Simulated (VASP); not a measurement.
Al:

```xyz
1
Lattice="-0.0205 1.9707 2.0438 2.0027 0.0100 2.0134 2.0593 1.9969 -0.0467" Properties=species:S:1:pos:R:3 pbc="T T T"
Al    0.0000    0.0000    0.0000
```

The cell isn't the ideal one: cell sheared at random, sigma 0.03, atoms nudged by 0.01 Å.

* Program: VASP 6.6.1
* Task: relaxation of cell and atoms
* Functional: rSCAN
* Potentials or basis: VASP PAW PBE potentials, release 64 (Al)
* Cutoff: 600 eV
* k mesh: 11 × 11 × 11
* Occupations: methfessel-paxton, width 0.1 eV
* Spin: no spin polarisation

At the start: pressure -2.9 GPa; volume 16.57 Å³/atom.

Problem. Where does the relaxation end?

Solution. Over 6 steps the energy falls by 10.8 meV/atom and the volume is 15.97 Å³/atom (-3.6 %); space group Immm (No. 71, to 0.05 Å).

Step by step:
```csv
step,energy change (eV),largest force (eV/Å),pressure (GPa),volume (Å³)
1,0.0000,0.0000,-2.90,16.57
2,-0.0099,0.0000,0.64,15.86
3,-0.0099,0.0000,0.58,15.87
4,-0.0108,0.0000,0.26,15.91
5,-0.0108,0.0000,0.29,15.91
6,-0.0108,0.0000,0.00,15.97
```

Final structure:
```cif
data_structure
_symmetry_space_group_name_H-M 'P 1'
_symmetry_Int_Tables_number 1
_cell_length_a 2.8213
_cell_length_b 2.8147
_cell_length_c 2.8180
_cell_angle_alpha 60.049
_cell_angle_beta 61.188
_cell_angle_gamma 60.060
_cell_volume 15.97
loop_
_atom_site_label
_atom_site_type_symbol
_atom_site_fract_x
_atom_site_fract_y
_atom_site_fract_z
_atom_site_occupancy
Al1 Al 0.00000 0.00000 0.00000 1
```

Caveat: the PAW data sets were made with another functional, which shifts forces and pressure a little.
